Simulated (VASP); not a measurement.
An input for Ansatz (written as the equivalent of a VASP run, and not itself run):

Ansatz 0.2 input:
```yaml
crystal:
  lattice:
    - [0.0000000, 2.9530392, 2.9530392]
    - [2.9530392, 0.0000000, 2.9530392]
    - [2.9530392, 2.9530392, 0.0000000]
  atoms:
    - { symbol: Li, position: [0.0000000, 0.0000000, 0.0000000] }
    - { symbol: I, position: [0.5000000, 0.5000000, 0.5000000] }
kpoints:
  mp_grid: { grid: [7, 7, 7] }
hamiltonian:
  xc: pbesol
  pseudopotentials: { kind: paw }
scf:
  occupations: { method: gaussian, width: 0.05 }
  max_iter: 100
relax:
  max_steps: 60
  f_tol: 0.01
  cell: {}
output: { forces: true, stress: true, eigenvalues: true }
```

Q: Translate this input to VASP (INCAR, KPOINTS, POSCAR, choice of POTCAR).

A: One answer among several that fit: 
### INCAR
```
SYSTEM = LiI
PREC = Accurate; ENCUT = 520; LREAL = .False.
LASPH = .True.
EDIFF = 1E-6; NELM = 100; ALGO = Normal
LMAXMIX = 4
ISMEAR = 0; SIGMA = 0.05
GGA = PS
IBRION = 2; NSW = 60; ISIF = 3
EDIFFG = -0.01
LWAVE = .False.; LCHARG = .False.
```

**POSCAR**
```
LiI
1.0
  0.0000000000   2.9530391744   2.9530391744
  2.9530391744   0.0000000000   2.9530391744
  2.9530391744   2.9530391744   0.0000000000
Li I
1 1
Cart
  0.0000000000   0.0000000000   0.0000000000
  2.9530391744   2.9530391744   2.9530391744
```

**KPOINTS**
```
Automatic mesh
0
Gamma
7 7 7
0 0 0
```

POTCAR, in this order: Li_sv I (PBE.64 set). Program: vasp_std.

Limits of the translation: each code has its own PAW files, so the cut-off isn't converted (ENCUT is set for VASP's; basis.ecutwfc is left out, and Ansatz then takes the one that its files recommend); Ansatz stops its SCF on the density residual and VASP on the energy change (EDIFF).

The structure was generated: LiI was put into the rock salt type (Fm-3m), which need not be its known phase. It was relaxed first, which changed the volume by +7 %. The start is the result of an earlier pass.
